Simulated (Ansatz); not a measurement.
## Co under changes of volume

One of the cells (10.688 Å³/atom); the others are scaled copies at fixed shape and fractional positions:

```xyz
4
Lattice="2.4706 0.0000 0.0000 -1.2353 2.1396 0.0000 0.0000 0.0000 8.0882" Properties=species:S:1:pos:R:3 pbc="T T T"
Co    1.2353    0.7132    6.0662
Co    0.0000    0.0000    4.0441
Co    0.0000    1.4264    2.0221
Co    0.0000    0.0000    0.0000
```

* Program: Ansatz 0.2.0
* Functional: PBEsol
* Potentials or basis: Ansatz PAW
* Cutoff: 420 eV (not typed: the program's choice for these potentials)
* k mesh: 12 × 12 × 4
* Occupations: fermi-dirac, width 0.05 eV
* Spin: collinear spin, ferromagnetic start
* Starting moments: [2.0, 2.0, 2.0, 2.0] μB

| volume (Å³/atom) | energy over the lowest point (meV/atom) | pressure (GPa) | moment (μB per cell) |
| --- | --- | --- | --- |
| 10.047 | 9.43 | 8.9 | 6.23 |
| 10.261 | ? | ? | ? |
| 10.475 | 0.00 | -1.3 | 6.49 |
| 10.688 | 4.62 | -5.7 | 6.59 |
| 10.902 | 14.90 | -9.7 | 6.66 |
| 11.116 | 30.32 | -13.3 | 6.72 |
| 11.330 | 50.27 | -16.5 | 6.78 |

Q: What does the run at 10.261 Å³/atom give?

A: Energy over the lowest point 1.40 meV/atom; pressure 3.5 GPa; moment 6.36 μB per cell.

Worked out: A Birch-Murnaghan fit of order 3 (a polynomial in V^(-2/3)) to the other rows has its minimum at 10.41 Å³/atom with B0 = V·E''(V) = 228 GPa and B' = 3.4 at fixed shape and positions, which overstates the stiffness. It gives 1.36 meV/atom at 10.261 Å³/atom, against the run's 1.40, and -dE/dV = 3.5 GPa, against 3.5. A parabola through the other rows of the moment, of slope 0.591 μB per Å³/atom there, gives 6.37 μB, against the run's 6.36.

Energies are extrapolated to zero smearing.

Caveats: the PAW data sets come from PBE, with cores solved anew for the run's functional, which leaves a small shift of forces and pressure.
